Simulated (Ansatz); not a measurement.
**Deforming AlNi**

```
CELL_PARAMETERS angstrom
2.88100 0.00000 0.00000
0.00000 2.88100 0.00000
0.00000 0.00000 2.88100
ATOMIC_POSITIONS crystal
Al 0.00000 0.00000 0.00000
Ni 0.50000 0.50000 0.50000
```

Atom numbers follow the list: Al1, Ni2.

The cell is COD entry 9008802, as deposited and not checked against the literature; nothing was relaxed.

Theory: Ansatz 0.2.0, DFT, PBE, all-electron LAPW, scalar-relativistic.

Numerical set-up: a Γ-centred 14×14×14 k mesh, Fermi–Dirac smearing of 0.03 eV, basis error target 0.5 meV/atom, spin-polarised from start moments Ni2 1.5 μB (the moments died away, and the run ended non-magnetic).

The unchanged cell is at 2.03 GPa.

In a metal, stresses and small energies carry noise from the k mesh.

x, y and z are the Cartesian axes of the cell as listed; fractional coordinates follow a strain, and an engineering shear is twice the off-diagonal strain component.

Task: One change gave: energy change +3 meV/atom; stress change (xx, yy, zz, yz, xz, xy) -1.01, -1.01, 2.15, 0.00, 0.00, 0.00 GPa, compression positive. Which change was it?
A. z strained by +4 % at fixed volume
B. z strained by -3 % at fixed volume
C. atom 2 (Ni) moved by (0.0462, 0.0462, 0.0462) Å

Result: B. For z strained by +4 % at fixed volume: energy change +6 meV/atom; stress change (xx, yy, zz, yz, xz, xy) 1.26, 1.26, -2.15, 0.00, 0.00, 0.00 GPa, compression positive. For atom 2 (Ni) moved by (0.0462, 0.0462, 0.0462) Å: energy change +10 meV/atom; stress change (xx, yy, zz, yz, xz, xy) 0.42, 0.42, 0.42, 0.31, 0.31, 0.31 GPa, compression positive; change of the force on Ni2 (-0.279, -0.279, -0.279) eV/Å.

Task: What force constant does this one finite step give for Ni2 along its displacement (all its periodic images move with it)?

Result: k = −ΔF·u/|u|² = 6.04 eV/Å², so the force pulls the atom back.
